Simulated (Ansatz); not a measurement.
# LiBr: the crystal squeezed far

How does LiBr answer strong compression? The runs shown use PAW. Its runs: volume scaled by 1 (PAW); volume scaled by 0.75 (PAW); volume scaled by 0.7 (PAW); volume scaled by 0.5 (PAW).

Program: Ansatz 0.2.0. Level of theory: DFT, PBEsol, PAW with Ansatz's default frozen-core files, scalar-relativistic. These are calculated values, not measurements.

## 1. The system as given

It takes space group Fm-3m (No. 225, cubic). Conventional cell: a = 5.445 Å, b = 5.445 Å, c = 5.445 Å, α = 90.00°, β = 90.00°, γ = 90.00°. Around Li (site symmetry m-3m) lie 6 Br at 2.72 Å. Br (site symmetry m-3m) is surrounded by 6 Li at 2.72 Å.

As a file:

```
Li Br
1.0
     0.00000    2.72269    2.72269
     2.72269    0.00000    2.72269
     2.72269    2.72269    0.00000
Li Br
1 1
Direct
  0.00000 0.00000 0.00000
  0.50000 0.50000 0.50000
```

Whether this phase is the stable one at these pressures isn't tested.

Atoms are numbered in the order of the input: Li1, Br2.

## 2. Volume scaled by 1, PAW

File input.yaml:

```yaml
crystal:
  lattice:
    - [0.0, 2.7226905798, 2.7226905798]
    - [2.7226905798, 0.0, 2.7226905798]
    - [2.7226905798, 2.7226905798, 0.0]
  atoms:
    - { symbol: Li, position: [0.0, 0.0, 0.0] }
    - { symbol: Br, position: [0.5, 0.5, 0.5] }
kpoints:
  mp_grid: { grid: [9, 9, 9] }
  band_path:
    path:
      - [0.0, 0.0, 0.0]
      - [0.5, 0.0, 0.5]
      - [0.625, 0.25, 0.625]
      - [0.375, 0.375, 0.75]
      - [0.0, 0.0, 0.0]
      - [0.5, 0.5, 0.5]
      - [0.5, 0.25, 0.75]
      - [0.5, 0.0, 0.5]
    npoints: 6
scf:
  occupations: { method: fermi_dirac, width: 0.03 }
hamiltonian:
  xc: pbesol
  pseudopotentials: { kind: paw }
output:
  forces: true
  stress: true
  eigenvalues: true
  populations: true
  write_density: true
  write_potential: true
  elf: true
  volumetric_format: npy
```

Command:

```
$ ansatz run input.yaml --threads 1 --pin off --max-ram 2048MiB --backend cpu --events-out ev --progress --plain --runs-dir out
```

## 3. Volume scaled by 0.75, PAW

Changes to input.yaml since step 2:

```diff
@@ -2,5 +2,5 @@
   lattice:
-    - [0.0, 2.7226905798, 2.7226905798]
-    - [2.7226905798, 0.0, 2.7226905798]
-    - [2.7226905798, 2.7226905798, 0.0]
+    - [0.0, 2.4737285602, 2.4737285602]
+    - [2.4737285602, 0.0, 2.4737285602]
+    - [2.4737285602, 2.4737285602, 0.0]
   atoms:
@@ -31,5 +31 @@
   populations: true
-  write_density: true
-  write_potential: true
-  elf: true
-  volumetric_format: npy
```

## 4. Volume scaled by 0.7, PAW

Changes to input.yaml since step 3:

```diff
@@ -2,5 +2,5 @@
   lattice:
-    - [0.0, 2.4737285602, 2.4737285602]
-    - [2.4737285602, 0.0, 2.4737285602]
-    - [2.4737285602, 2.4737285602, 0.0]
+    - [0.0, 2.4174878613, 2.4174878613]
+    - [2.4174878613, 0.0, 2.4174878613]
+    - [2.4174878613, 2.4174878613, 0.0]
   atoms:
```

## 5. Volume scaled by 0.5, PAW

Changes to input.yaml since step 4:

```diff
@@ -2,5 +2,5 @@
   lattice:
-    - [0.0, 2.4174878613, 2.4174878613]
-    - [2.4174878613, 0.0, 2.4174878613]
-    - [2.4174878613, 2.4174878613, 0.0]
+    - [0.0, 2.1610009453, 2.1610009453]
+    - [2.1610009453, 0.0, 2.1610009453]
+    - [2.1610009453, 2.1610009453, 0.0]
   atoms:
```

(Steps that only read results are left out.)

Q: Predict the outcome of this session. Wanted: PAW pressure at 0.5 of the volume; fitted bulk modulus at zero pressure.

As calculated:

| quantity | value |
| --- | --- |
| PAW pressure at 0.5 of the volume | 84.3 GPa |
| fitted bulk modulus at zero pressure (PAW) | 29.4 GPa |
| its pressure derivative | 4.22 |

By PAW the pressure climbs to 84 GPa at 0.5 of the first volume. One third-order Birch-Murnaghan curve follows these points (B₀ = 29.4 GPa, B′ = 4.22, misfit at most 0.02 GPa). A fit over so wide a range leans to the high pressures, so B₀ can be off by several per cent. The gap goes from 4.89 to 4.19 eV. No all-electron run checks these rows here, and frozen cores can fail under such compression. The ions are at rest, and the electrons smeared by 0.03 eV.

These are semilocal Kohn-Sham gaps, which aren't the measured quantity. Such gaps usually fall short of the measured ones.
